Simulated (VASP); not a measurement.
Here is a VASP 6.6.1 calculation.

The input POSCAR:

```
MgO
1.0
    2.9380209034      0.0000000000      0.0000000000
   -1.4690104517      2.5444007392      0.0000000000
    0.0000000000      0.0000000000      2.6796800000
Mg O
1 1
Direct
    0.0000000000      0.0000000000      0.0000000000
    0.3333333333      0.6666666667      0.5000000000
```

File INCAR.step1:

```
PREC = Accurate
ENCUT = 520
ISMEAR = 0
SIGMA = 0.1
LREAL = F
LASPH = T
NELM = 80
NELECT = 7.75
NBANDS = 11
GGA = PE
ALGO = Normal
EDIFF = 1E-4
LWAVE = T
LCHARG = F
ISYM = 0
```

File INCAR.step2:

```
PREC = Accurate
ENCUT = 520
EDIFF = 1E-6
ISMEAR = 0
SIGMA = 0.1
LREAL = F
LASPH = T
NELM = 80
ALGO = Normal
ISIF = 2
LWAVE = F
LCHARG = T
METAGGA = R2SCAN
LMIXTAU = T
LELF = T
LVHAR = T
NELECT = 7.75
NBANDS = 11
ISTART = 1
ISYM = 0
```

The input KPOINTS:

```
regular mesh
0
Gamma
  6 4 1
```

Potentials or basis: VASP PAW PBE potentials, release 64 (Mg, O).

The run is started by

```sh
$ cat potpaw_PBE.64/Mg/POTCAR potpaw_PBE.64/O/POTCAR > POTCAR
$ cp INCAR.step1 INCAR
$ mpirun -np 1 vasp_std > vasp.out
$ cp INCAR.step2 INCAR
$ mpirun -np 1 vasp_std > vasp.out
```

Task: Estimate the band gap on the k mesh.

Result: 4.17 eV, indirect (least direct gap 4.56 eV).

Task: What does it give for the largest force?

Result: 0.003 eV/Å.

Forces in eV/Å, atoms in the order of the input:
```
Mg   0.003  0.002  0.000
O   -0.003 -0.002  0.000
```

Caveat: the k mesh is coarse (spacing up to 2.34 Å⁻¹), so the values aren't converged; the cell carries a net charge on a neutralising background, which shifts energy and pressure; the cell is charged against a uniform background, so pressure and absolute levels hang on convention; the PAW data sets were made with another functional, which shifts forces and pressure a little; an odd mesh through Γ misses points on the zone boundary, where band edges often lie.
